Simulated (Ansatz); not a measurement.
# A Ca vacancy in rocksalt CaO, 63 atoms, charge +1

Method: DFT, PBEsol, PAW, plane waves (Ansatz).

Command:

```sh
ansatz run in.yaml --threads 8 --pin off --max-ram 118750MiB --runs-dir r --events-out ev --progress --plain --backend cuda --devices 0, --max-vram 170GiB
```

The input less its lattice and atoms (starting moments on atoms near the defect: 1 μB in all):

```yaml
crystal:
  symmetry: { detect: false }
kpoints:
  mp_grid: { grid: [1, 1, 1], shift: [0.25, 0.25, 0.25] }
hamiltonian:
  xc: pbesol
total_charge: 1
magnetization:
  spin_polarized: true
scf:
  occupations: { method: fermi_dirac, width: 0.01 }
relax:
  f_tol: 0.03
  max_steps: 80
  escape_saddle: false
  adjacent_minimum: "off"
output:
  forces: true
  eigenvalues: true
  populations: true
  charged_corrections: { epsilon: 11.9 }
```

Start:

```xyz
63
Lattice="9.5352 0.0000 0.0000 0.0000 9.5352 0.0000 0.0000 0.0000 9.5352" Properties=species:S:1:pos:R:3 pbc="T T T"
O     2.3829    9.4787    0.0181
O     2.3562    9.5322    4.7670
O     2.4104    4.7330    0.0531
O     2.3861    4.7692    4.7700
O     7.1266    0.0060    9.5220
O     7.2007    9.5197    4.7810
O     7.1455    4.7657    9.5055
O     7.1253    4.8069    4.7851
O     0.0177    2.3968    9.5321
O     9.5093    2.3906    4.7526
O     9.5326    7.1321    0.0309
O     0.0137    7.1479    4.7885
O     4.7693    2.3817    0.0232
O     4.7550    2.4335    4.7292
O     4.7731    7.1633    9.5232
O     4.7955    7.1962    4.7408
O     9.5083    9.5026    2.4111
O     9.5139    9.4987    7.1579
O     0.0326    4.7517    2.3841
O     0.0190    4.7364    7.1828
O     4.7806    0.0047    2.3724
O     4.7736    9.5287    7.1726
O     4.7301    4.7526    2.3498
O     4.7763    4.7486    7.1707
O     2.3386    2.4090    2.3700
O     2.4026    2.3658    7.1238
O     2.3476    7.1377    2.3910
O     2.3488    7.1468    7.1814
O     7.1436    2.4235    2.3967
O     7.1546    2.3657    7.1457
O     7.1352    7.1040    2.3684
O     7.1666    7.1101    7.1504
Ca    9.5253    9.5343    9.5269
Ca    9.5199    9.5124    4.8052
Ca    0.0218    4.7568    0.0010
Ca    0.0109    4.7880    4.7682
Ca    4.7710    0.0197    0.0205
Ca    4.7940    9.5053    4.7833
Ca    4.7483    4.7713    9.5146
Ca    2.4061    2.3444    9.5179
Ca    2.4069    2.3690    4.7517
Ca    2.4007    7.1572    0.0143
Ca    2.4184    7.1776    4.7845
Ca    7.1453    2.3898    9.5136
Ca    7.1555    2.3795    4.7879
Ca    7.1490    7.1783    9.5058
Ca    7.1470    7.1525    4.7420
Ca    2.3804    0.0021    2.4030
Ca    2.3914    0.0325    7.1454
Ca    2.3726    4.7691    2.3609
Ca    2.3665    4.7675    7.1627
Ca    7.1668    9.5239    2.3893
Ca    7.1421    0.0051    7.1471
Ca    7.1732    4.7705    2.4084
Ca    7.1647    4.7756    7.1400
Ca    0.0150    2.3989    2.3953
Ca    0.0067    2.3803    7.1543
Ca    9.5310    7.1401    2.3780
Ca    0.0142    7.1234    7.1307
Ca    4.7755    2.3516    2.3723
Ca    4.7788    2.3855    7.1400
Ca    4.7956    7.1464    2.3817
Ca    4.7628    7.1511    7.1051
```

Steps:

```tsv
step	energy less the first (eV)	largest force component (eV/Å)
start	0.000	1.387
1	-0.940	0.479
2	-1.052	0.026
3	-1.052	0.026
```

A structure on the way, about -0.94 eV from the start:

```
O Ca
1.0
     9.53520    0.00000    0.00000
     0.00000    9.53520    0.00000
     0.00000    0.00000    9.53520
O Ca
32 31
Cartesian
  2.3883 0.0022 0.0114
  2.3884 9.5295 4.7698
  2.4039 4.7697 0.0152
  2.2354 4.7645 4.7720
  7.1536 9.5256 9.5352
  7.1562 9.5332 4.7735
  7.1451 4.7494 9.5197
  7.3158 4.7875 4.7730
  0.0032 2.3750 9.5262
  9.5159 2.3955 4.7659
  9.5292 7.1361 0.0196
  0.0010 7.1290 4.7851
  4.7607 2.3671 0.0043
  4.7600 2.2376 4.7495
  4.7670 7.1354 0.0111
  4.7757 7.3429 4.7737
  9.5151 9.5190 2.3829
  9.5328 0.0004 7.1534
  0.0004 4.7596 2.3953
  0.0238 4.7594 7.1562
  4.7718 0.0152 2.3771
  4.7730 0.0004 7.1258
  4.7489 4.7684 2.2301
  4.7688 4.7624 7.3162
  2.3596 2.3627 2.3907
  2.3856 2.3463 7.1587
  2.3737 7.1423 2.3733
  2.3775 7.1274 7.1462
  7.1520 2.3952 2.3814
  7.1485 2.3675 7.1430
  7.1463 7.1320 2.3920
  7.1626 7.1354 7.1662
  0.0072 9.5206 9.5254
  9.5236 9.5200 4.7737
  0.0024 4.7555 0.0000
  0.0147 4.7658 4.7636
  4.7821 9.5185 9.5275
  4.7798 0.0159 4.7543
  4.7679 4.7574 0.0051
  2.3842 2.3937 0.0183
  2.4195 2.4133 4.7720
  2.3882 7.1892 9.5263
  2.4207 7.1220 4.7486
  7.1457 2.3847 9.5261
  7.1336 2.4201 4.7632
  7.1467 7.1391 9.5270
  7.1134 7.1195 4.7784
  2.3678 9.5143 2.3928
  2.3886 9.5242 7.1542
  2.4033 4.7507 2.3921
  2.4124 4.7487 7.1157
  7.1687 0.0045 2.3848
  7.1585 9.5325 7.1571
  7.1140 4.7592 2.4118
  7.1258 4.7826 7.1252
  0.0113 2.3877 2.3931
  9.5308 2.3961 7.1495
  0.0162 7.1543 2.3747
  0.0140 7.1601 7.1511
  4.7819 2.4159 2.4006
  4.7678 2.4277 7.1118
  4.7841 7.1193 2.4271
  4.7792 7.1131 7.1218
```

End:

```
O Ca
1.0
     9.53520    0.00000    0.00000
     0.00000    9.53520    0.00000
     0.00000    0.00000    9.53520
O Ca
32 31
Cartesian
  2.3808 9.5303 9.5340
  2.3743 9.5296 4.7666
  2.3746 4.7629 9.5335
  2.2208 4.7595 4.7609
  7.1571 9.5314 0.0018
  7.1628 9.5330 4.7692
  7.1648 4.7650 0.0027
  7.3175 4.7673 4.7728
  0.0004 2.3745 9.5347
  9.5336 2.3682 4.7668
  0.0029 7.1516 0.0012
  0.0043 7.1584 4.7687
  4.7690 2.3690 9.5322
  4.7657 2.2195 4.7632
  4.7698 7.1588 0.0035
  4.7732 7.3109 4.7741
  0.0005 9.5304 2.3800
  0.0032 9.5311 7.1561
  9.5322 4.7627 2.3728
  0.0061 4.7648 7.1628
  4.7675 9.5292 2.3736
  4.7703 9.5340 7.1623
  4.7644 4.7601 2.2220
  4.7756 4.7705 7.3152
  2.3891 2.3835 2.3890
  2.3926 2.3868 7.1431
  2.3916 7.1407 2.3912
  2.3933 7.1405 7.1463
  7.1451 2.3861 2.3897
  7.1460 2.3872 7.1453
  7.1458 7.1415 2.3917
  7.1483 7.1424 7.1471
  0.0021 9.5318 0.0002
  0.0022 9.5313 4.7669
  0.0019 4.7641 0.0003
  0.0000 4.7643 4.7674
  4.7697 9.5315 9.5350
  4.7701 9.5331 4.7668
  4.7702 4.7644 0.0001
  2.3917 2.3877 9.5334
  2.4121 2.4094 4.7653
  2.3927 7.1408 9.5347
  2.4171 7.1178 4.7672
  7.1462 2.3876 9.5352
  7.1244 2.4110 4.7679
  7.1468 7.1417 0.0022
  7.1233 7.1189 4.7686
  2.3919 9.5292 2.3900
  2.3929 9.5313 7.1439
  2.4130 4.7623 2.4129
  2.4164 4.7645 7.1217
  7.1456 9.5311 2.3913
  7.1474 9.5333 7.1453
  7.1227 4.7639 2.4143
  7.1240 4.7649 7.1244
  9.5349 2.3865 2.3891
  0.0019 2.3882 7.1438
  0.0017 7.1405 2.3911
  0.0043 7.1418 7.1452
  4.7686 2.4093 2.4117
  4.7697 2.4121 7.1203
  4.7697 7.1165 2.4158
  4.7700 7.1188 7.1213
```

Self-consistency was reached.

Time: 3.6 s of wall time on one NVIDIA GB200 with 8 processor threads, on a host shared with other runs; peak host memory 1.8 GiB.

(1) How much energy did the relaxation gain, and which atom moved most?

The moment started at 1 μB and ended at 3.0 μB; no other spin state is shown. The one k point has no symmetry partners, which can distort the end along one axis.

## Answers

(1) 1.05 eV in 3 steps, from a start with small random displacements; atom 14 (O) moved 0.22 Å, the median atom 0.04 Å (drift of the whole cell removed).
